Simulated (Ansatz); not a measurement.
**What a change of settings does to a run on Rh**

The structure comes from a relaxation in the same program, started in the bcc type, and has space group Im-3m. Whether it is a known phase or the ground state wasn't checked.

First run: DFT, PBE, all-electron LAPW, Dirac equation with spin-orbit coupling (Ansatz 0.2.0).

Command: `ansatz run input.yaml --threads 1 --pin off --max-ram 2048MiB --backend cpu --events-out ev --progress --plain --runs-dir out` The run took 2.7 min on 1 thread of AMD EPYC 7R43 64-Core Processor (Zen 3) (shared host), peak memory 0.66 GiB.

```yaml
crystal:
  lattice:
    - [-1.5352276116, 1.5352276116, 1.5352276116]
    - [1.5352276116, -1.5352276116, 1.5352276116]
    - [1.5352276116, 1.5352276116, -1.5352276116]
  atoms:
    - { symbol: Rh, position: [0.0, 0.0, 0.0] }
kpoints:
  mp_grid: { grid: [16, 16, 16] }
  band_path:
    path:
      - [0.0, 0.0, 0.0]
      - [0.5, -0.5, 0.5]
      - [0.0, 0.0, 0.5]
      - [0.0, 0.0, 0.0]
      - [0.25, 0.25, 0.25]
      - [0.5, -0.5, 0.5]
      - [0.25, 0.25, 0.25]
      - [0.0, 0.0, 0.5]
    npoints: 5
scf:
  occupations: { method: fermi_dirac, width: 0.05 }
hamiltonian:
  xc: pbe
  pseudopotentials: { kind: all_electron, lapw: { basis_error: 0.0005 } }
output:
  forces: true
  stress: true
  eigenvalues: true
magnetization:
  noncollinear: true
  spin_orbit: true
```

Result: converged; pressure 0.21 GPa; 7 SCF iterations.

Spin polarisation is left out, and whether a magnetic state lies lower isn't shown here.

The input is then changed:

```diff
@@ -7,5 +7,5 @@
     - { symbol: Rh, position: [0.0, 0.0, 0.0] }
 kpoints:
-  mp_grid: { grid: [16, 16, 16] }
+  mp_grid: { grid: [11, 11, 11] }
   band_path:
     path:
@@ -21,4 +21,5 @@
 scf:
   occupations: { method: fermi_dirac, width: 0.05 }
+  lower_state_search: "off"
 hamiltonian:
   xc: pbe
```

Q: What does the second run give?

A: It converged; energy at zero smearing -4.9 meV/atom from the first run; pressure 0.14 GPa; 7 SCF iterations. Some of these settings are too coarse for converged properties.

The results part of its log:

```
SCF 1 converged in 7 iterations: F = -130211.860368 eV  dr2 = 2.20e-8
NSCF: frozen V_eff on 36 k-points
SCF converged after 7 iterations
Magnetization: |M| = 0.0000 μB,  M = (+0.0000, +0.0000, +0.0000) μB
Absolute magnetization: 0.0000 μB (∫|m|)
  site 0: m = (+0.0000, +0.0000, +0.0000) μB, |m| = 0.0000 μB  (R = 1.33 Å)
Free energy (F): -130211.860368 eV
Harris-Foulkes:  -130211.860368 eV  (|F-HF|=1.76e-9)
Internal energy: -130211.838140 eV  (E = F + TS)
E sigma→0 (E₀):  -130211.849254 eV
Entropy (-TS):   -0.022228 eV (-22.228 meV/atom)
Fermi energy:    22.885379 eV
--- Per-component energies (eV) ---
  E_band       = -2804.104634
  E_kinetic    = 135745.373572
  E_xc         = -3781.695367
  E_electrostatic = -262175.516345  (all electrons and nuclei)
  E_smearing   = -0.022228  (= −TS)
  E_closure    = 0.000000  (closes the sum)
  Σ components = -130211.860368   (vs F -130211.860368, Δ=0.00e0)
  Basis errors (estimates in eV, not in F): energy 1.4e-4 per atom: plane waves 1.2e-4 (6.0e-5 summed), levels above the bands 2.9e-157, relativity 7.4e-8, radial functions 2.1e-5, core shells 4.5e-7; eigenvalues (radial functions only) 3.7e-7; not estimated: angular momenta, meshes, grids; target (lapw.basis_error) 5.0e-4; muffin-tin radii Rh 1.330 Å
--- Forces (eV/Å), atoms counted from 1 ---
  atom   1  Rh     0.00000000     0.00000000    -0.00000000
  max |Σ_I F_I| component: 2.37e-29 eV/Å
--- Stress (GPa, compression-positive) ---
        0.142608       0.000000      -0.000000
        0.000000       0.142608      -0.000000
       -0.000000      -0.000000       0.142608
  P = ⅓ Tr σ = 0.1426 GPa (1.426 kbar)
--- Band table (eV; the first three rows and the last of 56) ---
  k-point 0: bands = ["-276.4179", "-276.4179", "-276.4179", "-276.4179", "-271.5214", "-271.5214", "-271.5057", "-271.5057", "-271.5057", "-271.5057", "-55.5175", "-55.5175", "-25.7961", "-25.7961", "-21.8247", "-21.8247", "-21.8247", "-21.8247", "15.4597", "15.4597", "20.0348", "20.0348", "20.0348", "20.0348", "20.2873", "20.2873", "22.4752", "22.4752", "22.4752", "22.4752", "41.0708", "41.0708", "41.0714", "41.0714", "41.0714", "41.0714"]
  k-point 1: bands = ["-276.4179", "-276.4179", "-276.4179", "-276.4179", "-271.5214", "-271.5214", "-271.5057", "-271.5057", "-271.5057", "-271.5057", "-55.5098", "-55.5098", "-25.8152", "-25.8152", "-21.8659", "-21.8659", "-21.8331", "-21.8331", "15.7900", "15.7900", "19.9508", "19.9508", "20.0982", "20.0982", "20.4348", "20.4348", "22.3221", "22.3221", "22.4862", "22.4862", "41.1473", "41.1473", "41.1748", "41.1748", "41.5344", "41.5344"]
  k-point 2: bands = ["-276.4179", "-276.4179", "-276.4179", "-276.4179", "-271.5214", "-271.5214", "-271.5057", "-271.5057", "-271.5057", "-271.5057", "-55.4888", "-55.4888", "-25.8672", "-25.8672", "-21.9746", "-21.9746", "-21.8551", "-21.8551", "16.6530", "16.6530", "19.6470", "19.6470", "20.0964", "20.0964", "21.1428", "21.1428", "22.0941", "22.0941", "22.5303", "22.5303", "40.4968", "40.4968", "40.9160", "40.9160", "42.8206", "42.8206"]
  k-point 55: bands = ["-276.4179", "-276.4179", "-276.4179", "-276.4179", "-271.5214", "-271.5214", "-271.5057", "-271.5057", "-271.5057", "-271.5057", "-55.3478", "-55.3478", "-26.1747", "-26.1747", "-22.3115", "-22.3115", "-22.3055", "-22.3055", "17.4324", "17.4324", "17.4688", "17.4688", "23.5689", "23.5689", "23.6612", "23.6612", "23.9510", "23.9510", "31.3400", "31.3400", "32.4710", "32.4710", "32.8896", "32.8896", "41.3600", "41.3600"]
```
